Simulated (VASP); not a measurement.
Level of theory: r2SCAN meta-GGA, VASP's PBE PAW potentials (set 64) (plane waves; VASP 6.6.1).

Input for VASP

**POSCAR**
```
CoPt
1
    2.6790529023     0.0000000000    -0.0000000000
   -0.0000000000     2.6790529023     0.0000000000
   -0.0000000000    -0.0000000000     3.7303142521
Co Pt
1 1
Direct
  1.0000000000   1.0000000000   0.0000000000
  0.5000000000   0.5000000000   0.5000000000
```

**KPOINTS**
```
Automatic mesh
0
gamma
  12 12 9
0 0 0
```

INCAR:
```
SYSTEM = CoPt
PREC = Accurate
ENCUT = 400
EDIFF = 1E-6
NELM = 100
ALGO = Normal
LREAL = .FALSE.
LASPH = .TRUE.
ISMEAR = 1
SIGMA = 0.1
METAGGA = R2SCAN
LMIXTAU = .TRUE.
LMAXMIX = 6
ISPIN = 2
MAGMOM = 2.2 0.3
LORBIT = 10
LWAVE = .FALSE.
LCHARG = .FALSE.
IBRION = 2
ISIF = 3
NSW = 60
EDIFFG = -0.01
```

POTCAR, in this order: Co Pt (PBE.64 set). Program: vasp_std.

The run wrote:

OUTCAR:
```
 ion  position               nearest neighbor table
   1  0.000  0.000  0.000-   2 2.66   2 2.66   2 2.66   2 2.66   2 2.66   2 2.66   2 2.66   2 2.66
  LATTYP: Found a simple tetragonal cell.
 ALAT       =     2.6790529023
 C/A-ratio  =     1.3924003699
 Subroutine PRICEL returns:
 Original cell was already a primitive cell.
 Subroutine GETGRP returns: Found 16 space group operations
The static configuration has the point symmetry D_4h.
The dynamic configuration has the point symmetry D_4h.
The overall configuration has the point symmetry D_4h.
 Subroutine INISYM returns: Found 16 space group operations
 Subroutine IBZKPT returns following result:
 Found    140 irreducible k-points:

 Following reciprocal coordinates:
            Coordinates               Weight
  0.000000  0.000000  0.000000      1.000000
  0.083333  0.000000  0.000000      4.000000
  0.166667  0.000000  0.000000      4.000000
  0.250000  0.000000  0.000000      4.000000
  0.333333  0.000000  0.000000      4.000000
  0.416667  0.000000  0.000000      4.000000
  0.500000  0.000000  0.000000      2.000000
  0.083333  0.083333  0.000000      4.000000
  0.166667  0.083333  0.000000      8.000000
  0.250000  0.083333  0.000000      8.000000
  0.333333  0.083333  0.000000      8.000000
  0.416667  0.083333  0.000000      8.000000
  0.500000  0.083333  0.000000      4.000000
  0.166667  0.166667  0.000000      4.000000
  0.250000  0.166667  0.000000      8.000000
  0.333333  0.166667  0.000000      8.000000
  0.416667  0.166667  0.000000      8.000000
  0.500000  0.166667  0.000000      4.000000
  0.250000  0.250000  0.000000      4.000000
  0.333333  0.250000  0.000000      8.000000
  0.416667  0.250000  0.000000      8.000000
  0.500000  0.250000  0.000000      4.000000
  0.333333  0.333333  0.000000      4.000000
  0.416667  0.333333  0.000000      8.000000
  0.500000  0.333333  0.000000      4.000000
  0.416667  0.416667  0.000000      4.000000
  0.500000  0.416667  0.000000      4.000000
  0.500000  0.500000  0.000000      1.000000
  0.000000  0.000000  0.111111      2.000000
  0.083333  0.000000  0.111111      8.000000
  0.166667  0.000000  0.111111      8.000000
  0.250000  0.000000  0.111111      8.000000
  0.333333  0.000000  0.111111      8.000000
  0.416667  0.000000  0.111111      8.000000
  0.500000  0.000000  0.111111      4.000000
  0.083333  0.083333  0.111111      8.000000
  0.166667  0.083333  0.111111     16.000000
  0.250000  0.083333  0.111111     16.000000
  0.333333  0.083333  0.111111     16.000000
  0.416667  0.083333  0.111111     16.000000
   k-points           NKPTS =    140   k-points in BZ     NKDIM =    140   number of bands    NBANDS=     14
   number of dos      NEDOS =    301   number of ions     NIONS =      2
   total plane-waves  NPLWV =   7776
   dimension x,y,z NGX =    18 NGY =   18 NGZ =   24
   dimension x,y,z NGXF=    36 NGYF=   36 NGZF=   48
   ions per type =               1   1
   PREC   = accura    normal or accurate (medium, high low for compatibility)
   ISTART =      0    job   : 0-new  1-cont  2-samecut
   ICHARG =      2    charge: 1-file 2-atom 10-const
   ISPIN  =      2    spin polarized calculation?
   LNONCOLLINEAR =      F non collinear calculations
   LSORBIT =      F    spin-orbit coupling
   INIWAV =      1    electr: 0-lowe 1-rand  2-diag
   ENCUT  =  400.0 eV  29.40 Ry    5.42 a.u.   4.37  4.37  6.08*2*pi/ulx,y,z
   NELM   =    100;   NELMIN=  2; NELMDL= -5     # of ELM steps
   EDIFF  = 0.1E-05   stopping-criterion for ELM
   LREAL  =      F    real-space projection
   NLSPLINE    = F    spline interpolate recip. space projectors
...
```

OSZICAR:
```
       N       E                     dE             d eps       ncg     rms          rms(c)
DAV:   1     0.358135852304E+02    0.35814E+02   -0.76689E+03  8000   0.125E+03
DAV:   2    -0.673368870691E+02   -0.10315E+03   -0.94911E+02  8260   0.265E+02
DAV:   3    -0.708565188634E+02   -0.35196E+01   -0.34280E+01  9214   0.610E+01
DAV:   4    -0.709037304354E+02   -0.47212E-01   -0.47189E-01  9792   0.606E+00
DAV:   5    -0.709049860649E+02   -0.12556E-02   -0.12556E-02  9720   0.100E+00    0.192E+01
DAV:   6    -0.693050470315E+02    0.15999E+01   -0.28000E+01  8086   0.134E+02    0.301E+01
DAV:   7    -0.650259469913E+02    0.42791E+01   -0.11918E+01  9786   0.986E+01    0.760E+00
DAV:   8    -0.650134281876E+02    0.12519E-01   -0.65863E-01  8688   0.993E+00    0.416E+00
DAV:   9    -0.649872083492E+02    0.26220E-01   -0.30400E-01  9246   0.123E+01    0.143E+00
DAV:  10    -0.650082779783E+02   -0.21070E-01   -0.41726E-02  8650   0.243E+00    0.531E-01
DAV:  11    -0.650110432741E+02   -0.27653E-02   -0.29391E-03  9370   0.955E-01    0.266E-01
DAV:  12    -0.650120638510E+02   -0.10206E-02   -0.19182E-03  9006   0.813E-01    0.109E-01
DAV:  13    -0.650125535402E+02   -0.48969E-03   -0.41684E-04  9864   0.311E-01    0.716E-02
DAV:  14    -0.650125696005E+02   -0.16060E-04   -0.77722E-05 10978   0.138E-01    0.412E-02
DAV:  15    -0.650125823562E+02   -0.12756E-04   -0.36099E-05  9834   0.110E-01    0.165E-02
DAV:  16    -0.650125853411E+02   -0.29849E-05   -0.13514E-05 10104   0.488E-02    0.747E-03
DAV:  17    -0.650125847994E+02    0.54176E-06   -0.99241E-07  4718   0.166E-02
   1 F= -.65012585E+02 E0= -.65012541E+02  d E =-.650126E+02  mag=     2.4566
       N       E                     dE             d eps       ncg     rms          rms(c)
DAV:   1    -0.650138002197E+02   -0.12149E-02   -0.23658E-02  8200   0.226E+00    0.280E-01
DAV:   2    -0.650131237809E+02    0.67644E-03   -0.56057E-03  9064   0.202E+00    0.332E-01
DAV:   3    -0.650126626595E+02    0.46112E-03   -0.27604E-03  9632   0.173E+00    0.183E-01
DAV:   4    -0.650125585737E+02    0.10409E-03   -0.22378E-04  9830   0.416E-01    0.665E-02
DAV:   5    -0.650125506035E+02    0.79703E-05   -0.15963E-05 11462   0.549E-02    0.368E-02
DAV:   6    -0.650125479917E+02    0.26117E-05   -0.67222E-06  9724   0.377E-02    0.863E-03
DAV:   7    -0.650125484009E+02   -0.40912E-06   -0.10534E-06  4306   0.243E-02
   2 F= -.65012548E+02 E0= -.65012483E+02  d E =0.363985E-04  mag=     2.4528
       N       E                     dE             d eps       ncg     rms          rms(c)
DAV:   1    -0.650131667259E+02   -0.61873E-03   -0.10684E-02  8188   0.152E+00    0.188E-01
DAV:   2    -0.650128633628E+02    0.30336E-03   -0.25752E-03  9056   0.137E+00    0.225E-01
DAV:   3    -0.650126647174E+02    0.19865E-03   -0.12487E-03  9596   0.116E+00    0.122E-01
DAV:   4    -0.650126081724E+02    0.56545E-04   -0.10136E-04  9782   0.279E-01    0.441E-02
DAV:   5    -0.650126050206E+02    0.31518E-05   -0.69626E-06 10184   0.345E-02    0.244E-02
DAV:   6    -0.650126027541E+02    0.22665E-05   -0.25833E-06  6894   0.234E-02    0.614E-03
DAV:   7    -0.650126029300E+02   -0.17588E-06   -0.75046E-07  4122   0.182E-02
   3 F= -.65012603E+02 E0= -.65012552E+02  d E =-.181306E-04  mag=     2.4553
       N       E                     dE             d eps       ncg     rms          rms(c)
DAV:   1    -0.650126041957E+02   -0.14416E-05   -0.29634E-05  8332   0.779E-02    0.103E-02
DAV:   2    -0.650126035270E+02    0.66875E-06   -0.75365E-06  8326   0.761E-02
   4 F= -.65012604E+02 E0= -.65012554E+02  d E =-.187276E-04  mag=     2.4554
       N       E                     dE             d eps       ncg     rms          rms(c)
DAV:   1    -0.650126043814E+02   -0.18572E-06   -0.21213E-05  8440   0.539E-02    0.725E-03
DAV:   2    -0.650126031869E+02    0.11945E-05   -0.25604E-06  5862   0.211E-02    0.340E-03
DAV:   3    -0.650126034278E+02   -0.24082E-06   -0.26078E-07  3938   0.134E-02
   5 F= -.65012603E+02 E0= -.65012553E+02  d E =-.186284E-04  mag=     2.4553
       N       E                     dE             d eps       ncg     rms          rms(c)
DAV:   1    -0.650126033043E+02   -0.11740E-06   -0.11081E-06  3938   0.118E-02    0.153E-03
DAV:   2    -0.650126033723E+02   -0.67947E-07   -0.14182E-07  3938   0.564E-03
   6 F= -.65012603E+02 E0= -.65012553E+02  d E =-.185729E-04  mag=     2.4553
       N       E                     dE             d eps       ncg     rms          rms(c)
DAV:   1    -0.650126463696E+02   -0.43065E-04   -0.19556E-03  8290   0.397E-01    0.404E-02
DAV:   2    -0.650126263444E+02    0.20025E-04   -0.69648E-05 10346   0.198E-01    0.468E-02
DAV:   3    -0.650126193277E+02    0.70167E-05   -0.52097E-05  9606   0.237E-01    0.280E-02
DAV:   4    -0.650126152179E+02    0.41098E-05   -0.11268E-05  9532   0.980E-02    0.987E-03
DAV:   5    -0.650126150184E+02    0.19946E-06   -0.11532E-06  4184   0.133E-02
   7 F= -.65012615E+02 E0= -.65012566E+02  d E =-.116461E-04  mag=     2.4543
```

File OUTCAR:
```
------------------------ aborting loop because EDIFF is reached ----------------------------------------
  FORCE on cell =-STRESS in cart. coord.  units (eV):
  Direction    XX          YY          ZZ          XY          YZ          ZX
  --------------------------------------------------------------------------------------
  Total       -0.0006233     -0.0006233      0.0173249      0.0000000      0.0000000      0.0000000
  in kB       -0.0373208     -0.0373208      1.0374112      0.0000000      0.0000000      0.0000000
  external PRESSURE =       0.3209232 kB  Pullay stress =       0.0000000 kB
  volume of cell :       26.76
      direct lattice vectors                 reciprocal lattice vectors
     2.677514356  0.000000000  0.000000000     0.373480724  0.000000000 -0.000000000
     0.000000000  2.677514356  0.000000000     0.000000000  0.373480724 -0.000000000
     0.000000000  0.000000000  3.732206104    -0.000000000 -0.000000000  0.267938043
 POSITION                                       TOTAL-FORCE (eV/Angst)
 -----------------------------------------------------------------------------------
      0.00000      0.00000      0.00000         0.000000      0.000000      0.000000
      1.33876      1.33876      1.86610        -0.000000     -0.000000      0.000000
 -----------------------------------------------------------------------------------
    total drift:                                0.000000     -0.000000     -0.000000
  FREE ENERGIE OF THE ION-ELECTRON SYSTEM (eV)
  ---------------------------------------------------
  free  energy   TOTEN  =       -65.0126150184 eV

  energy  without entropy=      -65.0124671091  energy(sigma->0) =      -65.01256572

 total charge

# of ion       s       p       d       tot
------------------------------------------
    1        0.429   0.465   7.143   8.036
    2        0.724   0.671   8.071   9.466
--------------------------------------------------
tot          1.153   1.135  15.214  17.502

 magnetization (x)

# of ion       s       p       d       tot
------------------------------------------
    1        0.009  -0.016   2.186   2.179
    2       -0.013  -0.073   0.422   0.336
--------------------------------------------------
tot         -0.004  -0.089   2.608   2.515

 reached required accuracy - stopping structural energy minimisation
```
(Selected blocks of OUTCAR.)

### CONTCAR
```
CoPt
   1.00000000000000
     2.6775143555628613    0.0000000000000000    0.0000000000000000
     0.0000000000000000    2.6775143555628613    0.0000000000000000
     0.0000000000000000    0.0000000000000000    3.7322061044903054
  Co              Pt
     1     1
Direct
     0.0000000000000000    0.0000000000000000    0.0000000000000000
     0.5000000000000000    0.5000000000000000    0.5000000000000000
```

The compound is CoPt in the L1_0 structure. This run relaxes it. Symmetry was kept, so distortions that lower it aren't found. The start is the result of an earlier pass.
